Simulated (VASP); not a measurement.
# LiF (P6_3mc) in VASP: notebook, part 2 of 2

VASP 6.6.1. Earlier steps stand in the parts before.

## Step 4: Electric field gradients, PBE

Contents of INCAR:

```
SYSTEM = LiF
ALGO = Fast
EDIFF = 1E-8
ENCUT = 520
GGA = PE
ISIF = 2
ISMEAR = -1
LASPH = .True.
LCHARG = .False.
LEFG = .True.
LREAL = .False.
LWAVE = .False.
NBANDS = 18
NELM = 80
PREC = Accurate
SIGMA = 0.02
```

Contents of KPOINTS:

```
k-points
0
Gamma
  7 7 4
  0 0 0
```

Contents of POSCAR:

```
LiF
1.0
    3.0609398175      0.0000000000      0.0000000000
   -1.5304699087      2.6508516414      0.0000000000
    0.0000000000      0.0000000000      4.8073245700
Li F
2 2
Direct
    0.3333333333      0.6666666667      0.3811542600
    0.6666666667      0.3333333333      0.8811542600
    0.3333333333      0.6666666667      0.9938437400
    0.6666666667      0.3333333333      0.4938437400
```

Potentials or basis: VASP PAW PBE potentials, release 64 (Li_sv, F).

Started as:

```bash
$ cat potpaw_PBE.64/Li_sv/POTCAR potpaw_PBE.64/F/POTCAR > POTCAR
$ mpirun -np 1 vasp_std > vasp.out
```

OUTCAR:

```text
SYSTEM = LiF
   EDIFF = 1E-8
   ENCUT = 520
   GGA = PE
   ISIF = 2
   ISMEAR = -1
   LASPH = .True.
   LREAL = .False.
   NELM = 80
   PREC = Accurate

 ion  position               nearest neighbor table
   1  0.333  0.667  0.381-   4 1.85   4 1.85   4 1.85   3 1.86
   2  0.667  0.333  0.881-   3 1.85   3 1.85   3 1.85   4 1.86
   3  0.333  0.667  0.994-   2 1.85   2 1.85   2 1.85   1 1.86
   4  0.667  0.333  0.494-   1 1.85   1 1.85   1 1.85   2 1.86

  LATTYP: Found a hexagonal cell.
 ALAT       =     3.0609398175
 C/A-ratio  =     1.5705387419

  Lattice vectors:

 A1 = (   3.0609398175,   0.0000000000,   0.0000000000)
 A2 = (  -1.5304699087,   2.6508516414,   0.0000000000)
 A3 = (   0.0000000000,   0.0000000000,   4.8073245700)

Analysis of symmetry for initial positions (statically):
=====================================================================
 Subroutine PRICEL returns:
 Original cell was already a primitive cell.

 Routine SETGRP: Setting up the symmetry group for a
 hexagonal supercell.

 Subroutine GETGRP returns: Found 12 space group operations
 (whereof  6 operations were pure point group operations)
 out of a pool of 24 trial point group operations.

The static configuration has the point symmetry C_3v.
 The point group associated with its full space group is C_6v.

Analysis of symmetry for dynamics (positions and initial velocities):
=====================================================================
 Subroutine PRICEL returns:
 Original cell was already a primitive cell.

 Routine SETGRP: Setting up the symmetry group for a
 hexagonal supercell.
[... 671 lines left out ...]

  FORCE on cell =-STRESS in cart. coord.  units (eV):
  Direction    XX          YY          ZZ          XY          YZ          ZX
  --------------------------------------------------------------------------------------
  -------------------------------------------------------------------------------------
  Total        0.8765153      0.8765153      0.7661742      0.0000000      0.0000000      0.0000000
  in kB       36.0019817     36.0019817     31.4698345      0.0000000      0.0000000      0.0000000
  external PRESSURE =      34.4912660 kB  Pullay stress =       0.0000000 kB

 VOLUME and BASIS-vectors are now :
 -----------------------------------------------------------------------------
  energy-cutoff  :      520.00
  volume of cell :       39.01
      direct lattice vectors                 reciprocal lattice vectors
     3.060939817  0.000000000  0.000000000     0.326697047  0.188618628  0.000000000
    -1.530469909  2.650851641  0.000000000     0.000000000  0.377237256  0.000000000
     0.000000000  0.000000000  4.807324570     0.000000000  0.000000000  0.208015911

 POSITION                                       TOTAL-FORCE (eV/Angst)
 -----------------------------------------------------------------------------------
     -0.00000      1.76723      1.83233         0.000000      0.000000     -0.002154
      1.53047      0.88362      4.23599         0.000000     -0.000000     -0.002154
     -0.00000      1.76723      4.77773        -0.000000      0.000000      0.002154
      1.53047      0.88362      2.37407        -0.000000     -0.000000      0.002154
 -----------------------------------------------------------------------------------
    total drift:                                0.000001      0.000001     -0.006702

  FREE ENERGIE OF THE ION-ELECTRON SYSTEM (eV)
  ---------------------------------------------------
  free  energy   TOTEN  =       -19.2704851083 eV

  energy  without entropy=      -19.2704851083  energy(sigma->0) =      -19.27048511

 Electric field gradients (V/A^2)
---------------------------------------------------------------------
 ion       V_xx      V_yy      V_zz      V_xy      V_xz      V_yz
---------------------------------------------------------------------
   1      -0.039    -0.037     0.076     0.001     0.000    -0.000
   2      -0.039    -0.037     0.076     0.001    -0.000     0.000
   3       0.360     0.365    -0.725     0.004    -0.000     0.000
   4       0.360     0.365    -0.725     0.004     0.000    -0.000
---------------------------------------------------------------------

 Electric field gradients after diagonalization (V/A^2)
 (convention: |V_zz| > |V_xx| > |V_yy|)
----------------------------------------------------------------------
 ion       V_xx      V_yy      V_zz     asymmetry (V_yy - V_xx)/ V_zz
----------------------------------------------------------------------
   1      -0.040    -0.037     0.076       0.041
   2      -0.040    -0.037     0.076       0.041
   3       0.368     0.358    -0.725       0.014
   4       0.368     0.358    -0.725       0.014
----------------------------------------------------------------------

           NMR quadrupolar parameters

 Cq : quadrupolar parameter    Cq=e*Q*V_zz/h
 eta: asymmetry parameters     (V_yy - V_xx)/ V_zz
 Q  : nuclear electric quadrupole moment in mb (millibarn)
----------------------------------------------------------------------
 ion       Cq(MHz)       eta       Q (mb)
----------------------------------------------------------------------
   1       0.000       0.041       1.000
   2       0.000       0.041       1.000
   3      -0.002       0.014       1.000
   4      -0.002       0.014       1.000
----------------------------------------------------------------------
```

OSZICAR:

```text
N       E                     dE             d eps       ncg     rms          rms(c)
DAV:   1     0.121215052613E+03    0.12122E+03   -0.10815E+04   864   0.121E+03
DAV:   2    -0.101720829603E+02   -0.13139E+03   -0.12805E+03   974   0.299E+02
DAV:   3    -0.205898246725E+02   -0.10418E+02   -0.10358E+02  1612   0.624E+01
[... 16 lines left out ...]
RMM:  20    -0.192704849107E+02   -0.30360E-06   -0.19736E-06  1393   0.831E-03    0.319E-04
RMM:  21    -0.192704850647E+02   -0.15403E-06   -0.89409E-07  1289   0.569E-03    0.894E-05
RMM:  22    -0.192704851250E+02   -0.60283E-07   -0.40937E-07  1267   0.404E-03    0.258E-04
RMM:  23    -0.192704851164E+02    0.85561E-08   -0.15452E-07  1135   0.296E-03    0.214E-04
RMM:  24    -0.192704851083E+02    0.81266E-08   -0.95575E-08  1158   0.245E-03
   1 F= -.19270485E+02 E0= -.19270485E+02  d E =-.308468E-12
```

Run time: 13 s. Hardware: 1 thread of Intel Xeon 6975P-C (Granite Rapids), shared host; peak memory 0.14 GiB.

Results:

- Free energy: -19.2705 eV
- Band gap on the k mesh: 7.91 eV, direct

Forces on the atoms (eV/Å):
```
Li   0.000  0.000 -0.002
Li   0.000  0.000 -0.002
F    0.000  0.000  0.002
F    0.000  0.000  0.002
```

Electric field gradients, principal values (V/Å²):
```tsv
atom	Vxx	Vyy	Vzz
1 Li	-0.037	-0.040	0.076
2 Li	-0.037	-0.040	0.076
3 F	0.358	0.368	-0.725
4 F	0.358	0.368	-0.725
```

Caveat: the cutoff is under 1.25 times the usual one of these potentials, so pressure, stress and relaxed cells hold a basis-set (Pulay) error; an odd mesh through Γ misses points on the zone boundary, where band edges often lie.
